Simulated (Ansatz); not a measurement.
Pb, DFT, PBE, all-electron LAPW, scalar-relativistic (Ansatz 0.2.0), run on 1 thread of Arm Neoverse N1 on a shared host.

Structure from Materials Project entry mp-1247117 (possibly hypothetical), not relaxed further. The listed cell was then made from it by scaling, straining or moving an atom.

Command: `ansatz run input.yaml --threads 1 --pin off --max-ram 3072MiB --backend cpu --events-out ev --progress --plain --runs-dir out`

```yaml
crystal:
  lattice:
    - [-0.0687800011, 3.4046100549, 3.4046100549]
    - [3.4046100549, -0.0687800011, 3.4046100549]
    - [3.4046100549, 3.4046100549, -0.0687800011]
  atoms:
    - { symbol: Pb, position: [0.0, 0.0, 0.0] }
    - { symbol: Pb, position: [0.25, 0.25, 0.25] }
kpoints:
  mp_grid: { grid: [8, 8, 8] }
  band_path:
    path:
      - [0.0, 0.0, 0.0]
      - [0.5, 0.5, 0.5]
      - [0.2551801333, 0.5, 0.7448198667]
      - [-0.2551801333, 0.2551801333, 0.5]
      - [0.0, 0.0, 0.5]
      - [0.0, 0.0, 0.0]
      - [-0.3775900666, 0.0, 0.3775900666]
      - [0.0, 0.3775900666, 0.6224099334]
      - [0.0, 0.5, 0.5]
    npoints: 5
scf:
  occupations: { method: fermi_dirac, width: 0.05 }
hamiltonian:
  xc: pbe
  pseudopotentials: { kind: all_electron, lapw: { basis_error: 0.00025 } }
output:
  forces: true
  stress: true
  eigenvalues: true
```

How large is the problem that the program sets up?

65 irreducible k-points, 887 plane waves at Γ, 56 bands.

Estimate the wall time and the peak memory.

2.4 min of wall time for 8 SCF iterations, with a peak of 0.59 GiB. Times on shared machines scatter by tens of per cent.
